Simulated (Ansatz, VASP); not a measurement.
# Si in VASP and in Ansatz

```
CELL_PARAMETERS angstrom
-2.33932 2.33932 1.31130
2.33932 -2.33932 1.31130
2.33932 2.33932 -1.31130
ATOMIC_POSITIONS crystal
Si 0.50000 0.50000 0.00000
Si 0.25000 0.75000 0.50000
```

Change from the starting cell: volume scaled by 0.96.

Alike in both runs: task single point; functional PBEsol; k mesh 11 × 11 × 11; occupations fermi-dirac, width 0.05 eV; no spin polarisation.

```csv
,VASP,Ansatz
version,VASP 6.6.1,Ansatz 0.2.0
potentials or method,"VASP PAW PBE potentials, release 64 (Si), cutoff 520 eV","all-electron LAPW, scalar-relativistic"
```

Ansatz gave:

```
gap on the k mesh at the Fermi level (eV)       : none
pressure (GPa)                                  : 6.0
largest component of the traceless stress (GPa) : 2.07
```

**Question.** What did VASP give for the same quantities?

**Answer.** gap on the k mesh at the Fermi level (eV): none; pressure (GPa): 6.2; largest component of the traceless stress (GPa): 2.14.

A gap of «none» marks a metal or a gap that the smearing closes. Ansatz ran all-electron here, so the differences hold the error of VASP's frozen core and of both bases.

Caveats: the PAW data sets were made with another functional, which shifts forces and pressure a little (VASP).
